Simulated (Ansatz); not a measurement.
# AlRu (Pm-3m) in Ansatz: notebook, part 2 of 2

Ansatz 0.2.0.

## (4) Relaxation of cell and atoms, BLYP+D4

Input file input.yaml:

```yaml
crystal:
  lattice:
    - [2.9916, 0.0, 0.0]
    - [0.0, 2.9916, 0.0]
    - [0.0, 0.0, 2.9916]
  atoms:
    - { symbol: Ru, position: [0.5, 0.5, 0.5] }
    - { symbol: Al, position: [0.0, 0.0, 0.0] }
hamiltonian:
  xc: blyp
  pseudopotentials: { kind: paw }
  dispersion: d4
kpoints:
  mp_grid: { grid: [9, 9, 9] }
scf:
  occupations: { method: fermi_dirac, width: 0.05 }
output:
  forces: true
  stress: true
  eigenvalues: true
  write_density: true
  write_potential: true
  elf: true
  volumetric_format: npy
relax:
  f_tol: 0.01
  max_steps: 40
  cell: { stress_tol: 0.05 }
```

Started as:

```console
$ ansatz run input.yaml --threads 2 --pin off --max-ram 5632MiB --backend cpu --events-out ev --progress --plain --runs-dir out
```

Run time: 3.1 s. Hardware: 2 threads of Arm Neoverse V1, shared host; peak memory 0.29 GiB.

It converged, with:

```
Free energy                            : -6436.0560 eV
Relaxed volume                         : 13.27 Å³/atom
Relaxed cell                           : a = 2.983 Å, b = 2.983 Å, c = 2.983 Å, α = 90.00°, β = 90.00°, γ = 90.00°
Space group after relaxing (to 0.05 Å) : Pm-3m (No. 221)
Energy gained by relaxing              : 0.7 meV/atom
Ionic steps                            : 4
Pressure after relaxing                : 0.0 GPa
Band gap on the k mesh                 : none (metal or under the smearing width)
```

Step by step:
| step | energy change (eV) | largest force (eV/Å) | volume (Å³) |
| --- | --- | --- | --- |
| 1 | 0.0000 | 0.0000 | 26.77 |
| 2 | -0.0014 | 0.0000 | 26.49 |
| 3 | -0.0015 | 0.0000 | 26.54 |
| 4 | -0.0014 | 0.0000 | 26.54 |

Final structure:
```cif
data_structure
_symmetry_space_group_name_H-M 'P 1'
_symmetry_Int_Tables_number 1
_cell_length_a 2.9828
_cell_length_b 2.9828
_cell_length_c 2.9828
_cell_angle_alpha 90.000
_cell_angle_beta 90.000
_cell_angle_gamma 90.000
_cell_volume 26.54
loop_
_atom_site_label
_atom_site_type_symbol
_atom_site_fract_x
_atom_site_fract_y
_atom_site_fract_z
_atom_site_occupancy
Ru1 Ru 0.50000 0.50000 0.50000 1
Al1 Al 0.00000 0.00000 0.00000 1
```

Levels at points of the mesh, in eV from the Fermi level:
| k point | band 8 | band 9 | band 10 | band 11 | band 12 | band 13 |
| --- | --- | --- | --- | --- | --- | --- |
| (0.00, 0.00, 0.00) | 0.20 | 0.20 | 0.20 | 6.20 | 6.20 | 6.20 |

Caveat: the plane-wave basis is chosen anew once the cell has moved, so the energies of steps on either side of that aren't comparable; pairwise dispersion overbinds metals, which lowers pressure and volume; the PAW data sets come from PBE, with cores solved anew for the run's functional, which leaves a small shift of forces and pressure.

## (5) Single point, PBE

Input file input.yaml:

```yaml
crystal:
  lattice:
    - [2.9916, 0.0, 0.0]
    - [0.0, 2.9916, 0.0]
    - [0.0, 0.0, 2.9916]
  atoms:
    - { symbol: Ru, position: [0.5, 0.5, 0.5] }
    - { symbol: Al, position: [0.0, 0.0, 0.0] }
hamiltonian:
  xc: pbe
  pseudopotentials: { kind: paw }
kpoints:
  mp_grid: { grid: [9, 9, 9] }
scf:
  occupations: { method: gaussian, width: 0.027 }
output:
  forces: true
  stress: true
  eigenvalues: true
```

Potentials or basis: Ansatz PAW.

Started as:

```console
$ ansatz run input.yaml --threads 2 --pin off --max-ram 5632MiB --backend cpu --events-out ev --progress --plain --runs-dir out
```

The log of the run:

```text
Warning: RAYON_NUM_THREADS=2 ignored (pool sized by the plan → 2); use --threads N
Engine: ansatz 0.2.0, aarch64-unknown-linux-gnu
Pseudopotentials: kind: paw
Pseudopotential: Ru, paw, valence charge 16, recommended cutoff 420 eV (normal), Ru.paw.azcp
Pseudopotential: Al, paw, valence charge 3, recommended cutoff 420 eV (normal), Al.paw.azcp
Functional definition: PBE
  parameter kappa = 0.804
  parameter beta = 0.06672455060314922
  exchange = pbe_x(kappa = kappa, mu = beta*pi^2/3)
  correlation = pbe_c(beta = beta)
Crystal: 2 atoms, lattice volume = 26.774 Å³
Basis set: ecut = 420 eV, 485 PW (Γ), exchange–correlation on 40×40×40 points (8 copies of the dense FFT grid, shifted against one another)
Bands: 14, of which v1, the nominal top of the filled ones, is band 10 counted from 1 (9 counted from 0)
Symmetry: 48 space group operations
Space group: Pm-3m (ITA 221), of the structure as read, at distance tolerance 3.0e-5 Å
k-points: 35 of 729
Non-local potential: Ru, projectors of the file, l = 0: 3, l = 1: 2, l = 2: 2, l = 3: 1
Non-local potential: Al, projectors of the file, l = 0: 2, l = 1: 2, l = 2: 1
PAW form: soft (Blöchl's): semilocal exchange-correlation on the pseudo side does not see the compensation charge
PAW one-centre angular grid: Ru, 590 points (default); XC on 64 Gauss nodes
PAW one-centre angular grid: Al, 110 points (default); XC on 64 Gauss nodes
Initial density: superposition of atomic densities (neutral atoms: chi_scale 0, normalization atom), corrected by the library's trained network
Initial wavefunctions: pseudopotential atomic-orbital guess
Functional: x = pbe(κ = 0.804, μ = 0.2195149727645171), c = pbe(β = 0.06672455060314922)
SCF iter   1: F=—  HF=-6417.463160 eV  |F-HF|=—  |Δ(HF+E_count)|=         —  Δρ=8.15e-3  dr2=1.19e-2  ethr=1.77e-3  ⟨swp⟩=5.8  Hψ=2708  notcnv=0
preconditioner: auto → none  [insulator: Δε(μ)=0.041 eV  Ē_g=8.892 eV  σ=0.027 eV  W_gap=0.62  n_scr=6 (ndim 8)  ℏωp=23.8 eV  f_vac=0.000  D(μ)=2.92/eV (n_scr^D=32)  ε∞_Penn≈8.2]
SCF iter   2: F=—  HF=-6417.461021 eV  |F-HF|=—  |Δ(HF+E_count)|=   2.14e-3  Δρ=3.18e-3  dr2=1.22e-3  ethr=6.27e-5  ⟨swp⟩=2.0  Hψ=1118  notcnv=0  defer=10
SCF iter   3: F=—  HF=-6417.460789 eV  |F-HF|=—  |Δ(HF+E_count)|=   2.32e-4  Δρ=5.49e-4  dr2=4.27e-5  ethr=6.41e-6  ⟨swp⟩=1.3  Hψ=490  notcnv=0  defer=12
SCF iter   4: F=—  HF=-6417.460683 eV  |F-HF|=—  |Δ(HF+E_count)|=   1.06e-4  Δρ=4.74e-5  dr2=1.96e-7  ethr=2.25e-7  ⟨swp⟩=2.0  Hψ=571  notcnv=0  defer=12
iter 5 did not close the SCF: its close was put off for the readings that it lacked (scf_convergence_deferred on its scf_iter line)
SCF iter   5: F=-6417.460683 eV  HF=-6417.460683 eV  |F-HF|=5.66e-9  |Δ(HF+E_count)|=   1.71e-7  Δρ=6.02e-6  dr2=9.62e-9  ethr=1.03e-9  ⟨swp⟩=2.2  Hψ=708  notcnv=0  defer=12
SCF iter   6: F=-6417.460683 eV  HF=-6417.460683 eV  |F-HF|=4.11e-10  |Δ(HF+E_count)|=  3.10e-10  Δρ=1.13e-6  dr2=4.93e-10  ethr=5.07e-11  ⟨swp⟩=2.9  Hψ=1603  notcnv=0
SCF 1 converged in 6 iterations: F = -6417.460683 eV  dr2 = 4.93e-10
SCF converged after 6 iterations
Free energy (F): -6417.460683 eV
Harris-Foulkes:  -6417.460683 eV  (|F-HF|=4.11e-10)
Internal energy: -6417.459365 eV  (E = F + TS)
E sigma→0 (E₀):  -6417.460024 eV
Entropy (-TS):   -0.001317 eV (-0.659 meV/atom)
Fermi energy:    16.016341 eV
--- Per-component energies (eV) ---
  E_band       = -120.195758
  E_kinetic    = 543.085356
  E_local      = -1797.416997  (includes V_loc(G=0)·N_el)
  E_nonlocal   = 354.526259
  E_hartree    = 638.570202
  E_xc         = -232.230099
  E_vxc        = -270.733797  (∫ρ·V_xc dr)
  E_paw        = -3929.170136  (= ΣΔE_a)
  E_vpaw       = -226.797876  (= ΣTr[D̂ρ^β])
  E_aug_tail   = -0.000173  (compensation charges beyond the density's cutoff)
  E_ewald      = -1994.823776
  E_smearing   = -0.001317  (= −TS)
  E_closure    = -0.000000  (closes the sum)
  Σ components = -6417.460683   (vs F -6417.460683, Δ=0.00e0)
--- Forces (eV/Å), atoms counted from 1 ---
  atom   1  Ru     0.00000000     0.00000000     0.00000000
  atom   2  Al    -0.00000000    -0.00000000    -0.00000000
  max |Σ_I F_I| component: 8.35e-30 eV/Å
--- Stress (GPa, compression-positive) ---
        2.489922       0.000000       0.000000
       -0.000000       2.489922       0.000000
        0.000000      -0.000000       2.489922
  P = ⅓ Tr σ = 2.4899 GPa (24.899 kbar)
--- Band table (eV; the first three rows and the last of 35) ---
  k-point 0: bands = ["-55.7145", "-25.6633", "-25.6633", "-25.6633", "6.4552", "12.5395", "12.5395", "16.2688", "16.2688", "16.2688", "22.1962", "22.1962", "22.1962", "27.0423"]
  k-point 1: bands = ["-55.7127", "-25.6880", "-25.6612", "-25.6612", "6.6906", "12.6152", "12.6217", "15.9890", "15.9890", "16.2974", "21.1665", "22.6553", "22.6553", "26.5342"]
  k-point 2: bands = ["-55.7081", "-25.7502", "-25.6560", "-25.6560", "7.3713", "12.6734", "12.8413", "15.3963", "15.3963", "16.3709", "19.5434", "23.7878", "23.7878", "25.4069"]
  k-point 34: bands = ["-55.6699", "-25.8189", "-25.8185", "-25.8185", "11.3613", "11.5879", "11.5879", "17.2921", "17.2921", "19.0102", "19.2643", "20.5844", "20.5844", "24.8263"]
```

It took 0.57 s on 2 threads of Arm Neoverse V1, shared host; peak memory 0.27 GiB.

What came out:

| Item | Value |
| --- | --- |
| Free energy | -6417.4607 eV |
| Pressure | 2.5 GPa |
| Band gap on the k mesh | none (metal or under the smearing width) |

## (6) Overview

| task | level | cell | smearing | gap on the mesh (eV) | pressure (GPa) | relaxed volume (Å³/atom) |
| --- | --- | --- | --- | --- | --- | --- |
| relaxation of cell and atoms | BLYP | relaxed | fermi-dirac 0.05 eV | none | 0.0 | 14.00 |
| single point | PBE | as given | gaussian 0.012 eV | none | 2.5 | - |
| relaxation of cell and atoms | BLYP+D4 | relaxed | fermi-dirac 0.05 eV | none | 0.0 | 13.27 |
| single point | PBE | as given | gaussian 0.027 eV | none | 2.5 | - |

Alike in all rows: potentials or basis Ansatz PAW; no spin polarisation; k mesh 9 × 9 × 9; cutoff (eV) 420.

Caveats: the plane-wave basis is chosen anew once the cell has moved, so the energies of steps on either side of that aren't comparable (some runs); the PAW data sets come from PBE, with cores solved anew for the run's functional, which leaves a small shift of forces and pressure (some runs); pairwise dispersion overbinds metals, which lowers pressure and volume (some runs).

Total energies depend on the potentials used, so only differences within one code and one set of settings carry meaning.
